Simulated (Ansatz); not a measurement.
Input and command of a calculation in Ansatz (plane waves; scalar-relativistic PAW potentials unless the input names others):

```yaml
crystal:
  lattice:
    - [1.3512115259, 0.7801223382, 3.103099651]
    - [-1.3512115259, 0.7801223382, 3.103099651]
    - [0.0, -1.5602446764, 3.103099651]
  atoms:
    - { symbol: B, position: [0.9996712, 0.9996712, 0.9996712], spin: 0.2 }
    - { symbol: "N", position: [0.3327618, 0.3327618, 0.3327618], spin: 0.2 }
basis:
  ecutwfc: 420
kpoints:
  mp_grid: { grid: [12, 12, 12] }
hamiltonian:
  xc: lda
scf:
  occupations: { method: gaussian, width: 0.05 }
output:
  forces: true
  eigenvalues: true
  stress: true
magnetization:
  spin_polarized: true
```

```bash
ansatz run input.yaml --threads 1 --pin off --max-ram 2560MiB --backend cpu --events-out ev --progress --plain --runs-dir out
```

Abridged log:
```
Basis set: ecut = 420 eV, 395 PW (Γ)
Bands: 9, of which v1, the nominal top of the filled ones, is band 4 counted from 1 (3 counted from 0)
Symmetry: 6 space group operations
k-points: 189 of 1728 (time reversal used)
SCF iter   1: F=—  HF=-526.355480 eV  |F-HF|=—  |Δ(HF+E_count)|=         —  Δρ=6.45e-2 (↑4.88e-2 ↓6.45e-2) dr2=2.40e0  dr2_m=3.94e-2  M=0.000 μB ∫|m|=0.014 μB  β_m=0.30  ethr=3.10e-3  ⟨swp⟩=4.2  Hψ=20668  notcnv=0
SCF iter   2: F=—  HF=-525.712416 eV  |F-HF|=—  |Δ(HF+E_count)|=   6.43e-1  Δρ=3.00e-2 (↑2.61e-2 ↓3.00e-2) dr2=3.30e-1  dr2_m=1.99e-2  M=0.000 μB ∫|m|=0.010 μB  β_m=0.30  ethr=3.10e-3  ⟨swp⟩=2.7  Hψ=9298  notcnv=0  defer=378
SCF iter   3: F=—  HF=-525.630119 eV  |F-HF|=—  |Δ(HF+E_count)|=   8.23e-2  Δρ=1.75e-2 (↑1.69e-2 ↓1.75e-2) dr2=9.23e-2  dr2_m=9.90e-3  M=0.000 μB ∫|m|=0.007 μB  β_m=0.30  ethr=3.10e-3  ⟨swp⟩=2.1  Hψ=4630  notcnv=0  defer=378
SCF iter   4: F=—  HF=-525.606113 eV  |F-HF|=—  |Δ(HF+E_count)|=   2.40e-2  Δρ=6.34e-3 (↑6.34e-3 ↓5.07e-3) dr2=2.58e-3  dr2_m=4.86e-3  M=0.000 μB ∫|m|=0.006 μB  β_m=0.30  ethr=1.15e-3  ⟨swp⟩=2.6  Hψ=7028  notcnv=0  defer=378
SCF iter   5: F=—  HF=-525.607417 eV  |F-HF|=—  |Δ(HF+E_count)|=   1.30e-3  Δρ=3.97e-3 (↑3.97e-3 ↓3.52e-3) dr2=2.25e-4  dr2_m=2.43e-3  M=0.000 μB ∫|m|=0.005 μB  β_m=0.30  ethr=3.23e-5  ⟨swp⟩=1.4  Hψ=5071  notcnv=0  defer=375
SCF iter   6: F=—  HF=-525.608274 eV  |F-HF|=—  |Δ(HF+E_count)|=   8.57e-4  Δρ=2.62e-3 (↑2.59e-3 ↓2.62e-3) dr2=1.61e-6  dr2_m=1.22e-3  M=0.000 μB ∫|m|=0.004 μB  β_m=0.30  ethr=2.81e-6  ⟨swp⟩=2.4  Hψ=4366  notcnv=0  defer=375
SCF iter   7: F=—  HF=-525.608710 eV  |F-HF|=—  |Δ(HF+E_count)|=   4.37e-4  Δρ=1.86e-3 (↑1.86e-3 ↓1.84e-3) dr2=5.66e-7  dr2_m=6.17e-4  M=0.000 μB ∫|m|=0.003 μB  β_m=0.30  ethr=1.25e-9  ⟨swp⟩=9.6  Hψ=19091  notcnv=0
Mixer restart at iter 7: flushing history
spin-set hold released at iteration 7 (site moments contracting): the magnetisation degrees of freedom join the quasi-Newton model from the next iteration; the mixer history was flushed
SCF iter   8: F=—  HF=-525.608926 eV  |F-HF|=—  |Δ(HF+E_count)|=   2.16e-4  Δρ=1.32e-3 (↑1.32e-3 ↓1.32e-3) dr2=1.71e-7  dr2_m=3.12e-4  M=0.000 μB ∫|m|=0.002 μB  β_m=0.65  ethr=7.08e-9  ⟨swp⟩=2.0  Hψ=4536  notcnv=0
SCF iter   9: F=—  HF=-525.609139 eV  |F-HF|=—  |Δ(HF+E_count)|=   2.13e-4  Δρ=7.38e-5 (↑7.38e-5 ↓1.96e-5) dr2=7.00e-7  dr2_m=3.41e-7  M=0.000 μB ∫|m|=0.000 μB  β_m=0.64  ethr=1.25e-9  ⟨swp⟩=6.9  Hψ=18493  notcnv=0
SCF iter  10: F=—  HF=-525.609139 eV  |F-HF|=—  |Δ(HF+E_count)|=   2.05e-7  Δρ=4.85e-5 (↑1.07e-5 ↓4.85e-5) dr2=4.21e-7  dr2_m=1.15e-7  M=0.000 μB ∫|m|=0.000 μB  β_m=0.58  ethr=2.14e-9  ⟨swp⟩=2.0  Hψ=4547  notcnv=0
SCF iter  11: F=—  HF=-525.609139 eV  |F-HF|=—  |Δ(HF+E_count)|=   3.94e-8  Δρ=1.92e-5 (↑1.92e-5 ↓1.54e-5) dr2=2.82e-9  dr2_m=5.37e-8  M=0.000 μB ∫|m|=0.000 μB  β_m=0.79  ethr=1.25e-9  ⟨swp⟩=2.7  Hψ=12746  notcnv=0
SCF iter  12: F=—  HF=-525.609139 eV  |F-HF|=—  |Δ(HF+E_count)|=   6.51e-8  Δρ=3.04e-6 (↑3.04e-6 ↓2.49e-6) dr2=6.47e-11  dr2_m=1.37e-9  M=0.000 μB ∫|m|=0.000 μB  β_m=0.89  ethr=3.52e-11  ⟨swp⟩=3.5  Hψ=8393  notcnv=0
SCF iter  13: F=-525.609139 eV  HF=-525.609139 eV  |F-HF|=6.59e-12  |Δ(HF+E_count)|=   1.66e-9  Δρ=2.25e-7 (↑2.25e-7 ↓1.94e-7) dr2=4.68e-13  dr2_m=7.82e-12  M=0.000 μB ∫|m|=0.000 μB  ethr=1.00e-12  ⟨swp⟩=2.8  Hψ=7171  notcnv=0
SCF 1 converged in 13 iterations: F = -525.609139 eV  dr2 = 4.68e-13
WARN: the starting moments were not kept: the SCF closed with an absolute magnetisation of 2.2e-6 μB, where they sum to 0.4 μB in size (2 sites). That is at most 0.1 of that sum. Measured as dr2_m measures the in/out step, that magnetisation stands 2.4e-12 eV from none, at or under the dr2_threshold of 1.0e-7 eV: it is no larger than a step whose dr2_m would equal this threshold. The system may hold no moment; this SCF shows only that its start led to no more than that. To try another start: raise the starting moments (crystal.atoms[].spin, magnetization.per_species, magnetization.initial_magn ...
SCF converged after 13 iterations
Magnetization: 0.0000 μB (4.0000 up, 4.0000 down)
Absolute magnetization: 0.0000 μB (∫|ρ↑−ρ↓|, with the PAW one-centre terms)
Spin contamination: 0.0000 ħ² per cell (⟨S²⟩ above its minimum at these occupations)
Per-site moments (μB) at R_I (Å): [(-4.20312066e-7, 0.64360160), (9.27528126e-7, 0.64360160)]
Free energy (F): -525.609139 eV
Harris-Foulkes:  -525.609139 eV  (|F-HF|=6.59e-12)
Internal energy: -525.609139 eV  (E = F + TS)
E sigma→0 (E₀):  -525.609139 eV
Fermi energy:    5.655885 eV
--- Forces (eV/Å), atoms counted from 1 ---
  atom   1  B      0.00000000     0.00000000     0.08949941
  atom   2  N      0.00000000     0.00000000    -0.08949954
--- Stress (GPa, compression-positive) ---
      -68.028747       0.000000       0.000000
        0.000000     -68.028747       0.000000
        0.000000       0.000000       0.705802
  P = ⅓ Tr σ = -45.1172 GPa (-451.172 kbar)
```

Apart from outputs and empty bands, the input differs from a reference run on usual settings in magnetization: not typed → {"spin_polarized": true} (small starting moments). The reference, at the same geometry (not necessarily relaxed), gave pressure -45.12 GPa, largest force 0.090 eV/Å, gap on the mesh 3.39 eV. This run converged in 13 SCF iterations (reference: 6) with an energy at zero smearing within 0.01 meV/atom of the reference's, pressure -45.12 GPa, largest force 0.089 eV/Å, gap on the mesh 3.39 eV.

The run took 25 s on 1 thread of Intel(R) Xeon(R) Processor @ 2.50GHz (Skylake/Cascade Lake) (shared host), peak memory 0.36 GiB.